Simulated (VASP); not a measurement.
# Al3Pt2 (P-3m1) in VASP: further runs, part 2 of 3

VASP 6.6.1.

### Step 3. Relaxation of cell and atoms, r2SCAN

INCAR reads:

```
SYSTEM = Al3Pt2
PREC     = Accurate       ! precision mode
ENCUT    = 600            ! plane-wave cutoff, eV
EDIFF    = 1E-7           ! SCF threshold, eV
ISMEAR   = 1              ! smearing method
SIGMA    = 0.1            ! smearing width, eV
LREAL    = .FALSE.        ! projectors in reciprocal space
LASPH    = .TRUE.         ! aspherical terms in the spheres
NELM     = 80             ! most SCF steps
ALGO     = Normal         ! electronic algorithm
ISIF     = 3              ! what is computed and relaxed
LWAVE    = .FALSE.        ! write WAVECAR
LCHARG   = .FALSE.        ! write CHGCAR
METAGGA  = R2SCAN         ! meta-GGA
LMIXTAU  = .TRUE.       
IBRION   = 2              ! ionic algorithm
NSW      = 90             ! ionic steps
EDIFFG   = -0.005         ! ionic threshold
KPAR     = 2
```

KPOINTS reads:

```
Automatic mesh
0
G
  12 12 7
  0 0 0
```

POSCAR reads:

```
Al3Pt2                                  
1.0
    4.2060329818      0.0000000000      0.0000000000
   -2.1030164909      3.6425314114     -0.0000000000
    0.0000000000     -0.0000000000      5.1932559226
  Al              Pt            
     3     2
Direct
     1.0000000000000000    1.0000000000000000    0.0000000000000000
     0.3333333300000021    0.6666666699999979    0.6468091415715178
     0.6666666699999979    0.3333333300000021    0.3531908584284822
     0.3333333300000021    0.6666666699999979    0.1665221244599010
     0.6666666699999979    0.3333333300000021    0.8334778755400991
```

Potentials or basis: VASP PAW PBE potentials, release 64 (Al, Pt).

On the command line:

```bash
> cat potpaw_PBE.64/Al/POTCAR potpaw_PBE.64/Pt/POTCAR > POTCAR
> mpirun -np 2 vasp_std > vasp.out
```

OUTCAR:

```text
SYSTEM = Al3Pt2
   PREC = Accurate
   ENCUT = 600
   EDIFF = 1E-7
   ISMEAR = 1
   LREAL = .FALSE.
   LASPH = .TRUE.
   NELM = 80
   ISIF = 3
   METAGGA = R2SCAN
   IBRION = 2
   NSW = 90
   EDIFFG = -0.005

 ion  position               nearest neighbor table
   1  0.000  0.000  0.000-   4 2.58   5 2.58   5 2.58   4 2.58   5 2.58   4 2.58   2 3.04   3 3.04
                             2 3.04   3 3.04   3 3.04   2 3.04
   2  0.333  0.667  0.647-   4 2.49   5 2.61   5 2.61   5 2.61   4 2.70   3 2.87   3 2.87   3 2.87
                             1 3.04   1 3.04   1 3.04
   3  0.667  0.333  0.353-   5 2.49   4 2.61   4 2.61   4 2.61   5 2.70   2 2.87   2 2.87   2 2.87
                             1 3.04   1 3.04   1 3.04
   4  0.333  0.667  0.167-   2 2.49   1 2.58   1 2.58   1 2.58   3 2.61   3 2.61   3 2.61   2 2.70
                             5 2.98   5 2.98   5 2.98
   5  0.667  0.333  0.833-   3 2.49   1 2.58   1 2.58   1 2.58   2 2.61   2 2.61   2 2.61   3 2.70
                             4 2.98   4 2.98   4 2.98

  LATTYP: Found a hexagonal cell.
 ALAT       =     4.2060329818
 C/A-ratio  =     1.2347159295

  Lattice vectors:

 A1 = (   4.2060329818,   0.0000000000,   0.0000000000)
 A2 = (  -2.1030164909,   3.6425314114,   0.0000000000)
 A3 = (   0.0000000000,   0.0000000000,   5.1932559226)

Analysis of symmetry for initial positions (statically):
=====================================================================
 Subroutine PRICEL returns:
 Original cell was already a primitive cell.

 Routine SETGRP: Setting up the symmetry group for a
 hexagonal supercell.

 Subroutine GETGRP returns: Found 12 space group operations
 (whereof 12 operations were pure point group operations)
 out of a pool of 24 trial point group operations.

The static configuration has the point symmetry D_3d.

Analysis of symmetry for dynamics (positions and initial velocities):
=====================================================================
 Subroutine PRICEL returns:
 Original cell was already a primitive cell.

 Routine SETGRP: Setting up the symmetry group for a
 hexagonal supercell.

 Subroutine GETGRP returns: Found 12 space group operations
 (whereof 12 operations were pure point group operations)
 out of a pool of 24 trial point group operations.

The dynamic configuration has the point symmetry D_3d.

 Subroutine INISYM returns: Found 12 space group operations
 (whereof 12 operations are pure point group operations),
 and found     1 'primitive' translations

----------------------------------------------------------------------------------------

                                     Primitive cell

  volume of cell :      79.5638

  direct lattice vectors                    reciprocal lattice vectors
     4.206032982  0.000000000  0.000000000     0.237753723  0.137267176  0.000000000
    -2.103016491  3.642531411  0.000000000     0.000000000  0.274534352  0.000000000
     0.000000000  0.000000000  5.193255923     0.000000000  0.000000000  0.192557427

  length of vectors
     4.206032982  4.206032982  5.193255923     0.274534352  0.274534352  0.192557427

  position of ions in fractional coordinates (direct lattice)
[... 37 lines left out ...]

 Found    112 irreducible k-points:

 Following reciprocal coordinates:
            Coordinates               Weight
  0.000000  0.000000  0.000000      1.000000
  0.083333 -0.000000  0.000000      6.000000
  0.166667  0.000000  0.000000      6.000000
  0.250000  0.000000  0.000000      6.000000
  0.333333 -0.000000  0.000000      6.000000
  0.416667 -0.000000  0.000000      6.000000
[... 16 lines left out ...]
  0.166667  0.000000  0.142857      6.000000
  0.000000  0.166667  0.142857      6.000000
 [... further k-points ...]
   k-points           NKPTS =    112   k-points in BZ     NKDIM =    112   number of bands    NBANDS=     18
   number of dos      NEDOS =    301   number of ions     NIONS =      5
   total plane-waves  NPLWV =  54432
   dimension x,y,z NGX =    36 NGY =   36 NGZ =   42
   dimension x,y,z NGXF=    72 NGYF=   72 NGZF=   84
   ions per type =               3   2
   NGX,Y,Z   is equivalent  to a cutoff of  14.23, 14.23, 13.44 a.u.
   NGXF,Y,Z  is equivalent  to a cutoff of  28.46, 28.46, 26.89 a.u.
 SYSTEM =  Al3Pt2
   PREC   = accura    normal or accurate (medium, high low for compatibility)
   ISTART =      0    job   : 0-new  1-cont  2-samecut
   ICHARG =      2    charge: 1-file 2-atom 10-const
   ISPIN  =      1    spin polarized calculation?
   LNONCOLLINEAR =      F non collinear calculations
   LSORBIT =      F    spin-orbit coupling
   LASPH  =      T    aspherical Exc in radial PAW
   ENCUT  =  600.0 eV  44.10 Ry    6.64 a.u.   8.40  8.40 10.37*2*pi/ulx,y,z
   NELM   =     80;   NELMIN=  2; NELMDL= -5     # of ELM steps
   EDIFF  = 0.1E-06   stopping-criterion for ELM
   LREAL  =      F    real-space projection
   EDIFFG = -.5E-02   stopping-criterion for IOM
   NSW    =     90    number of steps for IOM
   IBRION =      2    ionic relax: 0-MD 1-quasi-New 2-CG
   NFREE  =      1    steps in history (QN), initial steepest desc. (CG)
   ISIF   =      3    stress and relaxation
   ISYM   =      2    0-nonsym 1-usesym 2-fastsym
   POTIM  = 0.5000    time-step for ionic-motion
   TEBEG  =    0.0;   TEEND  =   0.0 temperature during run
   PSTRESS=    0.0 pullay stress
   NELECT =      29.0000    total number of electrons
   NUPDOWN=      -1.0000    fix difference up-down
   EMIN   =  10.00;   EMAX   =-10.00  energy-range for DOS
   EFERMI =   0.00;   METHOD = LEGACY
   ISMEAR =     1;   SIGMA  =   0.10  broadening in eV -4-tet -1-fermi 0-gaus
   EFERMI_NEDOS =   21; number of points for ismear=-14 and -15
   IALGO  =     38    algorithm
   IMIX   =      4    mixing-type and parameters
     AMIX     =   0.40;   BMIX     =  1.00
     AMIX_MAG =   1.60;   BMIX_MAG =  1.00
  volume/ion in A,a.u.               =      15.91       107.38
  Fermi-wavevector in a.u.,A,eV,Ry     =   1.169416  2.209875 18.606418  1.367533
  Thomas-Fermi vector in A             =   2.305889
   LORBIT       =      0    0 simple, 1 ext, 2 COOP (PROOUT), +10 PAW based schemes
   METAGGA = R2SCAN    functional components
   LHFCALC =     F    Hartree Fock is set to
   AEXX    =    0.0000 exact exchange contribution
   IVDW    =     0    specifies the selected vdW correction
   LEPSILON=     F    determine dielectric tensor
   LRPA    =     F    only Hartree local field effects (RPA)
 conjugate gradient relaxation of ions
 non-spin polarized calculation
 Methfessel and Paxton  Order N= 1 SIGMA  =   0.10
  energy-cutoff  :      600.00
  volume of cell :       79.56
 maximum number of plane-waves:      2703
 NGX is ok and might be reduce to    36
   NGX = 17   NGY = 17   NGZ = 21

 number of electron      28.9999997 magnetization

 Free energy of the ion-electron system (eV)
  ---------------------------------------------------
  ext. energy  EPLUGINS =         0.00000000
  ---------------------------------------------------
  free energy    TOTEN  =      -128.68788778 eV

  energy without entropy =     -128.68826713  energy(sigma->0) =     -128.68801423

 E-fermi :   9.1943     XC(G=0): -12.1389

 val. band max:        9.1929539974   @ k =   0.2500   0.0833   0.2857
 cond. band min:       9.2311403721   @ k =   0.0000   0.1667   0.1429
 fundamental gap:      0.0381863747
 Fermi energy:         9.1943268196

 k-point     1 :       0.0000    0.0000    0.0000
  band No.  band energies     occupation
      1      -2.4296      2.00000
      2       1.7211      2.00000
      3       3.0312      2.00000
      4       3.0312      2.00000
      5       3.0952      2.00000
      6       3.7590      2.00000
[... 481 lines left out ...]
      5       3.2890      2.00000
      6       3.7841      2.00000
[... 10 lines left out ...]
     17      12.8879      0.00000
     18      13.4631      0.00000

 [... further k-points ...]
[... 5 lines left out ...]
  --------------------------------------------------------------------------------------
  -------------------------------------------------------------------------------------
  Total        0.0174963      0.0174963      0.0124132      0.0000000      0.0000000      0.0000000
  in kB        0.3523228      0.3523228      0.2499641      0.0000000      0.0000000      0.0000000
  external PRESSURE =       0.3182032 kB  Pullay stress =       0.0000000 kB

 VOLUME and BASIS-vectors are now :
 -----------------------------------------------------------------------------
  energy-cutoff  :      600.00
  volume of cell :       79.56
      direct lattice vectors                 reciprocal lattice vectors
     4.206032982  0.000000000  0.000000000     0.237753723  0.137267176  0.000000000
    -2.103016491  3.642531411  0.000000000     0.000000000  0.274534352  0.000000000
     0.000000000  0.000000000  5.193255923     0.000000000  0.000000000  0.192557427

 POSITION                                       TOTAL-FORCE (eV/Angst)
 -----------------------------------------------------------------------------------
      0.00000      0.00000      0.00000        -0.000000      0.000000     -0.000000
     -0.00000      2.42835      3.35905        -0.000000     -0.000000      0.002710
      2.10302      1.21418      1.83421        -0.000000      0.000000     -0.002710
     -0.00000      2.42835      0.86479        -0.000000      0.000000     -0.000160
      2.10302      1.21418      4.32846         0.000000      0.000000      0.000160
 -----------------------------------------------------------------------------------
    total drift:                                0.000000      0.000000      0.000000

  FREE ENERGIE OF THE ION-ELECTRON SYSTEM (eV)
  ---------------------------------------------------
  free  energy   TOTEN  =      -128.6878877783 eV

  energy  without entropy=     -128.6882671279  energy(sigma->0) =     -128.68801423

 reached required accuracy - stopping structural energy minimisation
```

It took 2.8 min on 2 MPI ranks of Intel Xeon 6975P-C (Granite Rapids), shared host; peak memory 0.36 GiB.

Results:

```
Free energy             : -128.6879 eV
Pressure after relaxing : 0.0 GPa
Band gap on the k mesh  : none (metal or under the smearing width)
```

Forces on the atoms (eV/Å):
```
Al   0.000  0.000  0.000
Al   0.000  0.000  0.003
Al   0.000  0.000 -0.003
Pt   0.000  0.000  0.000
Pt   0.000  0.000  0.000
```

Final structure:
```
Al Pt
1.0
     4.20603    0.00000    0.00000
    -2.10302    3.64253    0.00000
     0.00000    0.00000    5.19326
Al Pt
3 2
Cartesian
  0.0000 0.0000 0.0000
  0.0000 2.4284 3.3590
  2.1030 1.2142 1.8342
  0.0000 2.4284 0.8648
  2.1030 1.2142 4.3285
```

Levels at points of the mesh, in eV from the Fermi level:
```
           k point  band 11  band 12  band 13  band 14  band 15  band 16  band 17  band 18
(0.00, 0.00, 0.00)    -2.99    -2.90    -2.23     1.49     1.49     3.60     4.21     4.21
(0.50, 0.00, 0.00)    -3.47    -2.83    -2.44    -2.39    -2.00     1.69     2.61     3.51
```

Caveat: the relaxation stopped at its first step, so nothing moved; the PAW data sets were made with another functional, which shifts forces and pressure a little. Spin-orbit coupling is left out, which matters for the levels of Pt.

### Step 4. Relaxation of cell and atoms, LDA

INCAR reads:

```
PREC = Accurate ; ENCUT = 600
EDIFF = 1E-6 ; ISMEAR = 1
SIGMA = 0.1 ; LREAL = False
LASPH = True ; NELM = 80
ALGO = Normal ; ISIF = 3
LWAVE = False ; LCHARG = False
IBRION = 2 ; NSW = 90
EDIFFG = -0.01 ; KPAR = 2
```

KPOINTS reads:

```
regular mesh
0
Gamma
  12 12 7
```

POSCAR reads:

```
Al3Pt2
1.0
    4.2071400339      0.0000000000      0.0000000000
   -2.1035700170      3.6434901467      0.0000000000
    0.0000000000      0.0000000000      5.1889617200
Al Pt
3 2
Direct
    0.0000000000      0.0000000000      0.0000000000
    0.3333333300      0.6666666700      0.6468302300
    0.6666666700      0.3333333300      0.3531697700
    0.3333333300      0.6666666700      0.1661255000
    0.6666666700      0.3333333300      0.8338745000
```

Potentials or basis: VASP PAW LDA potentials, release 64 (Al, Pt).

On the command line:

```bash
> cat potpaw_LDA.64/Al/POTCAR potpaw_LDA.64/Pt/POTCAR > POTCAR
> mpirun -np 2 vasp_std > vasp.out
```

Run time: 2.9 min. Hardware: 2 MPI ranks of Intel Xeon 6975P-C (Granite Rapids), shared host; peak memory 0.31 GiB.

It converged, with:

* Free energy: -32.6838 eV
* Relaxed volume: 15.58 Å³/atom
* Relaxed cell: a = 4.176 Å, b = 4.176 Å, c = 5.157 Å, α = 90.00°, β = 90.00°, γ = 120.00°
* Space group after relaxing (to 0.05 Å): P-3m1 (No. 164)
* Energy gained by relaxing: 3.8 meV/atom
* Ionic steps: 10
* Pressure after relaxing: 0.0 GPa
* Band gap on the k mesh: none (metal or under the smearing width)

Step by step:
```
step  energy change (eV)  largest force (eV/Å)  pressure (GPa)  volume (Å³)
   1              0.0000                0.0921           -3.44        79.54
   2              0.0175                0.0899            5.40        75.67
   3             -0.0187                0.0683            0.00        77.89
   4             -0.0187                0.0676            0.07        77.86
   5             -0.0190                0.0282            0.06        77.86
   6             -0.0190                0.0294            0.05        77.86
   7             -0.0191                0.0102           -0.08        77.91
   8             -0.0191                0.0076           -0.09        77.92
   9             -0.0191                0.0036            0.08        77.85
  10             -0.0191                0.0018            0.02        77.88
```

Final structure:
```yaml
crystal:
  lattice:
    - [4.17601, 0.00000, 0.00000]
    - [-2.08801, 3.61653, 0.00000]
    - [0.00000, 0.00000, 5.15665]
  atoms:
    - { symbol: Al, position: [0.00000, 0.00000, 0.00000] }
    - { symbol: Al, position: [0.33333, 0.66667, 0.64627] }
    - { symbol: Al, position: [0.66667, 0.33333, 0.35373] }
    - { symbol: Pt, position: [0.33333, 0.66667, 0.16486] }
    - { symbol: Pt, position: [0.66667, 0.33333, 0.83514] }
```

Levels at points of the mesh, in eV from the Fermi level:
```tsv
k point	band 11	band 12	band 13	band 14	band 15	band 16	band 17	band 18
(0.00, 0.00, 0.00)	-2.90	-2.80	-2.21	1.46	1.46	3.05	4.08	4.08
(0.50, 0.00, 0.00)	-3.38	-2.75	-2.33	-2.28	-1.90	1.56	2.37	3.13
```

Spin-orbit coupling is left out, which matters for the levels of Pt.

### Step 5. Relaxation of cell and atoms, LDA

This run uses another cell than the first one, of 15.58 Å³/atom, 0.979 times its volume.

INCAR reads:

```
PREC = Accurate ; ENCUT = 600
EDIFF = 1E-7 ; ISMEAR = 1
SIGMA = 0.1 ; LREAL = False
LASPH = True ; NELM = 80
ALGO = Normal ; ISIF = 3
LWAVE = False ; LCHARG = False
IBRION = 2 ; NSW = 90
EDIFFG = -0.005 ; KPAR = 2
```

KPOINTS is that of step 4.

POSCAR reads:

```
Al3Pt2                                  
1.0
    4.1760104232      0.0000000000      0.0000000000
   -2.0880052116      3.6165311130     -0.0000000000
    0.0000000000     -0.0000000000      5.1566476427
  Al              Pt            
     3     2
Direct
     0.0000000000000000    0.0000000000000000    0.0000000000000000
     0.3333333300000021    0.6666666699999979    0.6462693589772478
     0.6666666699999979    0.3333333300000021    0.3537306410227523
     0.3333333300000021    0.6666666699999979    0.1648597303069774
     0.6666666699999979    0.3333333300000021    0.8351402696930227
```

On the command line:

```bash
> cat potpaw_LDA.64/Al/POTCAR potpaw_LDA.64/Pt/POTCAR > POTCAR
> mpirun -np 2 vasp_std > vasp.out
```

Run time: 36 s. Hardware: 2 MPI ranks of Intel Xeon 6975P-C (Granite Rapids), shared host; peak memory 0.3 GiB.

It converged, with:

- Free energy: -32.6836 eV
- Pressure after relaxing: 0.0 GPa
- Band gap on the k mesh: none (metal or under the smearing width)

Final structure:
```yaml
crystal:
  lattice:
    - [4.17601, 0.00000, 0.00000]
    - [-2.08801, 3.61653, 0.00000]
    - [0.00000, 0.00000, 5.15665]
  atoms:
    - { symbol: Al, position: [0.00000, 0.00000, 0.00000] }
    - { symbol: Al, position: [0.33333, 0.66667, 0.64627] }
    - { symbol: Al, position: [0.66667, 0.33333, 0.35373] }
    - { symbol: Pt, position: [0.33333, 0.66667, 0.16486] }
    - { symbol: Pt, position: [0.66667, 0.33333, 0.83514] }
```

Levels at points of the mesh, in eV from the Fermi level:
| k point | band 11 | band 12 | band 13 | band 14 | band 15 | band 16 | band 17 | band 18 |
| --- | --- | --- | --- | --- | --- | --- | --- | --- |
| (0.00, 0.00, 0.00) | -2.90 | -2.80 | -2.21 | 1.46 | 1.46 | 3.05 | 4.08 | 4.09 |
| (0.50, 0.00, 0.00) | -3.38 | -2.75 | -2.33 | -2.28 | -1.90 | 1.56 | 2.37 | 3.13 |

Caveat: the relaxation stopped at its first step, so nothing moved.

(Part 2 of 3 ends here.)
